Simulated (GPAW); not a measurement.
Here is a GPAW 26.7.0 calculation.

File run.py:

```python
from ase.dft.bandgap import bandgap
from ase.io import read, write
from ase.units import GPa
from gpaw import GPAW, PW

atoms = read('POSCAR')

calc = GPAW(mode=PW(450),
            xc='PBE',
            kpts={'size': (9, 9, 9), 'gamma': True},
            occupations={'name': 'fermi-dirac', 'width': 0.05},
            nbands=14,
            convergence={'density': 1e-05, 'energy': 1e-05},
            maxiter=80,
            txt='gpaw.txt')
atoms.calc = calc
energy = atoms.get_potential_energy()
forces = atoms.get_forces()
stress = atoms.get_stress()
calc.write('gs.gpw')
write('result.traj', atoms)
print(f'Energy: {energy:.6f} eV')
print('Forces (eV/A):')
print(forces.round(4))
print('Stress (GPa):', (stress / GPa).round(3))
print('Fermi level:', round(calc.get_fermi_level(), 4), 'eV')
print(f'Gap: {bandgap(calc)[0]:.4f} eV, direct: {bandgap(calc, direct=True)[0]:.4f} eV')
```

The input POSCAR:

```
Ti
1.0
   -1.6410000000      1.6410000000      1.6410000000
    1.6410000000     -1.6410000000      1.6410000000
    1.6410000000      1.6410000000     -1.6410000000
Ti
1
Direct
    0.0000000000      0.0000000000      0.0000000000
```

Potentials or basis: GPAW PAW data sets (gpaw-data 1.2.1), pw.

Command:

```bash
$ OMP_NUM_THREADS=1 python run.py
```

Question: Estimate the band gap on the k mesh.

Answer: None (metal or under the smearing width).

Question: Predict the pressure.

Answer: -2.7 GPa.

Caveat: the cutoff is short for stress and forces, so pressures can be off by a GPa or more.
